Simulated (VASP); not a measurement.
# H2 in VASP: a series of runs

The runs below take H2 through relaxation of the atoms, with PBEsol, LDA.

Program: VASP 6.6.1. These are calculated values, not measurements. Logs are shortened: lines on timing, memory, paths and dates and some standing lists are left out, and cuts for length are marked.

## Step 1: The structure

The cell holds a molecule in a box, 2 atoms: a = 10.000 Å, b = 10.500 Å, c = 11.000 Å, α = 90.00°, β = 90.00°, γ = 90.00°.

## Step 2: Relaxation of the atoms, PBEsol

INCAR reads:

```
  ALGO = Fast
  EDIFF = 1E-7
  EDIFFG = -0.005
  ENCUT = 520
  GGA = PS
  IBRION = 2
  ISIF = 2
  ISMEAR = 0
  ISYM = 0
  LASPH = T
  LCHARG = F
  LREAL = F
  LWAVE = F
  NELM = 60
  NSW = 90
  PREC = Accurate
  SIGMA = 0.02
```

KPOINTS reads:

```
k-points
0
Gamma
  1 1 1
```

POSCAR reads:

```
H
1.0
   10.0000000000      0.0000000000      0.0000000000
    0.0000000000     10.5000000000      0.0000000000
    0.0000000000      0.0000000000     11.0000000000
H
2
Direct
    0.5000000000      0.5000000000      0.4663636400
    0.5000000000      0.5000000000      0.5336363600
```

Potentials or basis: VASP PAW PBE potentials, release 64 (H).

Run with:

```sh
> cat potpaw_PBE.64/H/POTCAR > POTCAR
> mpirun -np 1 vasp_std > vasp.out
```

OUTCAR:

```text
EDIFF = 1E-7
   EDIFFG = -0.005
   ENCUT = 520
   GGA = PS
   IBRION = 2
   ISIF = 2
   ISMEAR = 0
   ISYM = 0
   LASPH = T
   LREAL = F
   NELM = 60
   NSW = 90
   PREC = Accurate

 ion  position               nearest neighbor table
   1  0.500  0.500  0.466-   2 0.74
   2  0.500  0.500  0.534-   1 0.74

IMPORTANT INFORMATION: All symmetrisations will be switched off!
NOSYMM: (Re-)initialisation of all symmetry stuff for point group C_1.

----------------------------------------------------------------------------------------

                                     Primitive cell

  volume of cell :    1155.0000

  direct lattice vectors                    reciprocal lattice vectors
    10.000000000  0.000000000  0.000000000     0.100000000  0.000000000  0.000000000
     0.000000000 10.500000000  0.000000000     0.000000000  0.095238095  0.000000000
     0.000000000  0.000000000 11.000000000     0.000000000  0.000000000  0.090909091

  length of vectors
    10.000000000 10.500000000 11.000000000     0.100000000  0.095238095  0.090909091

  position of ions in fractional coordinates (direct lattice)
     0.500000000  0.500000000  0.466363640
     0.500000000  0.500000000  0.533636360

  ion indices of the primitive-cell ions
   primitive index   ion index
                 1           1
                 2           2

----------------------------------------------------------------------------------------

 KPOINTS: k-points

Automatic generation of k-mesh.
 Grid dimensions read from file:
 generate k-points for:    1    1    1

 Generating k-lattice:

  Cartesian coordinates                     Fractional coordinates (reciprocal lattice)
     0.100000000  0.000000000  0.000000000     1.000000000  0.000000000  0.000000000
     0.000000000  0.095238095  0.000000000     0.000000000  1.000000000  0.000000000
     0.000000000  0.000000000  0.090909091     0.000000000  0.000000000  1.000000000

  Length of vectors
     0.100000000  0.095238095  0.090909091

  Shift w.r.t. Gamma in fractional coordinates (k-lattice)
     0.000000000  0.000000000  0.000000000

 Subroutine IBZKPT returns following result:
 ===========================================

 Found      1 irreducible k-points:

 Following reciprocal coordinates:
            Coordinates               Weight
  0.000000  0.000000  0.000000      1.000000
   k-points           NKPTS =      1   k-points in BZ     NKDIM =      1   number of bands    NBANDS=      5
   number of dos      NEDOS =    301   number of ions     NIONS =      2
   total plane-waves  NPLWV = 537600
   dimension x,y,z NGX =    80 NGY =   80 NGZ =   84
   dimension x,y,z NGXF=   160 NGYF=  160 NGZF=  168
   ions per type =               2
   NGX,Y,Z   is equivalent  to a cutoff of  13.30, 12.67, 12.70 a.u.
   NGXF,Y,Z  is equivalent  to a cutoff of  26.60, 25.33, 25.39 a.u.
 SYSTEM =  unknown system
   PREC   = accura    normal or accurate (medium, high low for compatibility)
   ISTART =      0    job   : 0-new  1-cont  2-samecut
   ICHARG =      2    charge: 1-file 2-atom 10-const
   ISPIN  =      1    spin polarized calculation?
   LNONCOLLINEAR =      F non collinear calculations
   LSORBIT =      F    spin-orbit coupling
   LASPH  =      T    aspherical Exc in radial PAW
   ENCUT  =  520.0 eV  38.22 Ry    6.18 a.u.  18.59 19.52 20.45*2*pi/ulx,y,z
   NELM   =     60;   NELMIN=  2; NELMDL= -5     # of ELM steps
   EDIFF  = 0.1E-06   stopping-criterion for ELM
   LREAL  =      F    real-space projection
   EDIFFG = -.5E-02   stopping-criterion for IOM
   NSW    =     90    number of steps for IOM
   IBRION =      2    ionic relax: 0-MD 1-quasi-New 2-CG
   NFREE  =      1    steps in history (QN), initial steepest desc. (CG)
   ISIF   =      2    stress and relaxation
   ISYM   =      0    0-nonsym 1-usesym 2-fastsym
   POTIM  = 0.5000    time-step for ionic-motion
   TEBEG  =    0.0;   TEEND  =   0.0 temperature during run
   PSTRESS=    0.0 pullay stress
   NELECT =       2.0000    total number of electrons
   NUPDOWN=      -1.0000    fix difference up-down
   EMIN   =  10.00;   EMAX   =-10.00  energy-range for DOS
   EFERMI =   0.00;   METHOD = LEGACY
   ISMEAR =     0;   SIGMA  =   0.02  broadening in eV -4-tet -1-fermi 0-gaus
   EFERMI_NEDOS =   21; number of points for ismear=-14 and -15
   IALGO  =     68    algorithm
   IMIX   =      4    mixing-type and parameters
     AMIX     =   0.40;   BMIX     =  1.00
     AMIX_MAG =   1.60;   BMIX_MAG =  1.00
  volume/ion in A,a.u.               =     577.50      3897.16
  Fermi-wavevector in a.u.,A,eV,Ry     =   0.196588  0.371498  0.525823  0.038647
  Thomas-Fermi vector in A             =   0.945437
   LORBIT       =      0    0 simple, 1 ext, 2 COOP (PROOUT), +10 PAW based schemes
   GGA     = PS    functional components
   LHFCALC =     F    Hartree Fock is set to
   AEXX    =    0.0000 exact exchange contribution
   IVDW    =     0    specifies the selected vdW correction
   LEPSILON=     F    determine dielectric tensor
   LRPA    =     F    only Hartree local field effects (RPA)
 conjugate gradient relaxation of ions
 non-spin polarized calculation
 RMM-DIIS sequential band-by-band and
 Gauss-broadening in eV      SIGMA  =   0.02
  energy-cutoff  :      520.00
  volume of cell :     1155.00
 maximum number of plane-waves:     31095
 NGX is ok and might be reduce to    80
   NGX = 37   NGY = 39   NGZ = 41

--------------------------------------- Ionic step        1  -------------------------------------------

 number of electron       2.0000000 magnetization

 Free energy of the ion-electron system (eV)
  ---------------------------------------------------
  ext. energy  EPLUGINS =         0.00000000
  ---------------------------------------------------
  free energy    TOTEN  =        -6.50755991 eV

  energy without entropy =       -6.50755991  energy(sigma->0) =       -6.50755991

------------------------ aborting loop because EDIFF is reached ----------------------------------------

  FORCE on cell =-STRESS in cart. coord.  units (eV):
  Direction    XX          YY          ZZ          XY          YZ          ZX
  --------------------------------------------------------------------------------------
  -------------------------------------------------------------------------------------
  Total       -0.0259054     -0.0257050      0.4479383     -0.0000000     -0.0000000      0.0000000
  in kB       -0.0359351     -0.0356571      0.6213650     -0.0000000     -0.0000000      0.0000000
  external PRESSURE =       0.1832576 kB  Pullay stress =       0.0000000 kB

 VOLUME and BASIS-vectors are now :
 -----------------------------------------------------------------------------
  energy-cutoff  :      520.00
  volume of cell :     1155.00
      direct lattice vectors                 reciprocal lattice vectors
    10.000000000  0.000000000  0.000000000     0.100000000  0.000000000  0.000000000
     0.000000000 10.500000000  0.000000000     0.000000000  0.095238095  0.000000000
     0.000000000  0.000000000 11.000000000     0.000000000  0.000000000  0.090909091

 POSITION                                       TOTAL-FORCE (eV/Angst)
 -----------------------------------------------------------------------------------
      5.00000      5.25000      5.13000        -0.000000      0.000000     -0.649520
      5.00000      5.25000      5.87000         0.000000     -0.000000      0.649520
 -----------------------------------------------------------------------------------
    total drift:                               -0.000000     -0.000000     -0.000000

  FREE ENERGIE OF THE ION-ELECTRON SYSTEM (eV)
  ---------------------------------------------------
  free  energy   TOTEN  =        -6.5075599051 eV

  energy  without entropy=       -6.5075599051  energy(sigma->0) =       -6.50755991

--------------------------------------- Ionic step        2  -------------------------------------------

 number of electron       2.0000000 magnetization

 E-fermi :  -9.8143     XC(G=0):  -0.3301

 val. band max:       -9.9138049920   @ k =   0.0000   0.0000   0.0000
 cond. band min:      -0.1379898429   @ k =   0.0000   0.0000   0.0000
 fundamental gap:      9.7758151491
 Fermi energy:        -9.8142738174

 k-point     1 :       0.0000    0.0000    0.0000
  band No.  band energies     occupation
      1      -9.9138      2.00000
      2      -0.1380      0.00000
      3       0.2306      0.00000
      4       0.8981      0.00000
      5       0.9937      0.00000

------------------------ aborting loop because EDIFF is reached ----------------------------------------

  FORCE on cell =-STRESS in cart. coord.  units (eV):
  Direction    XX          YY          ZZ          XY          YZ          ZX
  --------------------------------------------------------------------------------------
  -------------------------------------------------------------------------------------
  Total       -0.0243875     -0.0242652     -1.0576494      0.0000000     -0.0000000     -0.0000000
  in kB       -0.0338295     -0.0336598     -1.4671359      0.0000000     -0.0000000     -0.0000000
  external PRESSURE =      -0.5115417 kB  Pullay stress =       0.0000000 kB

 VOLUME and BASIS-vectors are now :
 -----------------------------------------------------------------------------
  energy-cutoff  :      520.00
  volume of cell :     1155.00
      direct lattice vectors                 reciprocal lattice vectors
    10.000000000  0.000000000  0.000000000     0.100000000  0.000000000  0.000000000
     0.000000000 10.500000000  0.000000000     0.000000000  0.095238095  0.000000000
     0.000000000  0.000000000 11.000000000     0.000000000  0.000000000  0.090909091

 POSITION                                       TOTAL-FORCE (eV/Angst)
 -----------------------------------------------------------------------------------
      5.00000      5.25000      5.09867         0.000000      0.000000      1.284638
      5.00000      5.25000      5.90133        -0.000000     -0.000000     -1.284638
 -----------------------------------------------------------------------------------
    total drift:                               -0.000000     -0.000000      0.000000

  FREE ENERGIE OF THE ION-ELECTRON SYSTEM (eV)
  ---------------------------------------------------
  free  energy   TOTEN  =        -6.4836298074 eV

  energy  without entropy=       -6.4836298074  energy(sigma->0) =       -6.48362981

--------------------------------------- Ionic step        3  -------------------------------------------

 number of electron       2.0000000 magnetization

 Free energy of the ion-electron system (eV)
  ---------------------------------------------------
  ext. energy  EPLUGINS =         0.00000000
  ---------------------------------------------------
  free energy    TOTEN  =        -6.51341214 eV

  energy without entropy =       -6.51341214  energy(sigma->0) =       -6.51341214

 E-fermi : -10.0125     XC(G=0):  -0.3188

 val. band max:      -10.1140474372   @ k =   0.0000   0.0000   0.0000
 cond. band min:      -0.1328497231   @ k =   0.0000   0.0000   0.0000
 fundamental gap:      9.9811977141
 Fermi energy:       -10.0125186094

 k-point     1 :       0.0000    0.0000    0.0000
  band No.  band energies     occupation
      1     -10.1140      2.00000
      2      -0.1328      0.00000
      3       0.3659      0.00000
      4       0.9154      0.00000
      5       1.0124      0.00000

------------------------ aborting loop because EDIFF is reached ----------------------------------------

  FORCE on cell =-STRESS in cart. coord.  units (eV):
  Direction    XX          YY          ZZ          XY          YZ          ZX
  --------------------------------------------------------------------------------------
  -------------------------------------------------------------------------------------
  Total       -0.0254076     -0.0252431     -0.0328628      0.0000000      0.0000000      0.0000000
  in kB       -0.0352446     -0.0350164     -0.0455862      0.0000000      0.0000000      0.0000000
  external PRESSURE =      -0.0386157 kB  Pullay stress =       0.0000000 kB

 VOLUME and BASIS-vectors are now :
 -----------------------------------------------------------------------------
  energy-cutoff  :      520.00
  volume of cell :     1155.00
      direct lattice vectors                 reciprocal lattice vectors
    10.000000000  0.000000000  0.000000000     0.100000000  0.000000000  0.000000000
     0.000000000 10.500000000  0.000000000     0.000000000  0.095238095  0.000000000
     0.000000000  0.000000000 11.000000000     0.000000000  0.000000000  0.090909091

 POSITION                                       TOTAL-FORCE (eV/Angst)
 -----------------------------------------------------------------------------------
      5.00000      5.25000      5.12078        -0.000000     -0.000000      0.002323
      5.00000      5.25000      5.87922         0.000000      0.000000     -0.002323
 -----------------------------------------------------------------------------------
    total drift:                               -0.000000     -0.000000      0.000000

  FREE ENERGIE OF THE ION-ELECTRON SYSTEM (eV)
  ---------------------------------------------------
  free  energy   TOTEN  =        -6.5134121376 eV

  energy  without entropy=       -6.5134121376  energy(sigma->0) =       -6.51341214

 reached required accuracy - stopping structural energy minimisation
```

It took 86 s on 1 thread of Intel Xeon 6975P-C (Granite Rapids), shared host; peak memory 0.96 GiB.

What came out:

* Free energy: -6.5134 eV
* Energy gained by relaxing: 2.9 meV/atom
* Ionic steps: 3
* Gap between the frontier levels: 9.98 eV

Forces in eV/Å, atoms in the order of the input:
```
H    0.000  0.000  0.002
H    0.000  0.000 -0.002
```

The path:
```tsv
step	energy change (eV)	largest force (eV/Å)	pressure (GPa)
1	0.0000	0.6495	0.02
2	0.0239	1.2846	-0.05
3	-0.0059	0.0023	0.00
```

Final structure:
```
CELL_PARAMETERS angstrom
10.00000 0.00000 0.00000
0.00000 10.50000 0.00000
0.00000 0.00000 11.00000
ATOMIC_POSITIONS crystal
H 0.50000 0.50000 0.46553
H 0.50000 0.50000 0.53447
```

Caveat: the PAW data sets were made with another functional, which shifts forces and pressure a little.

[end of part 1 of 2]
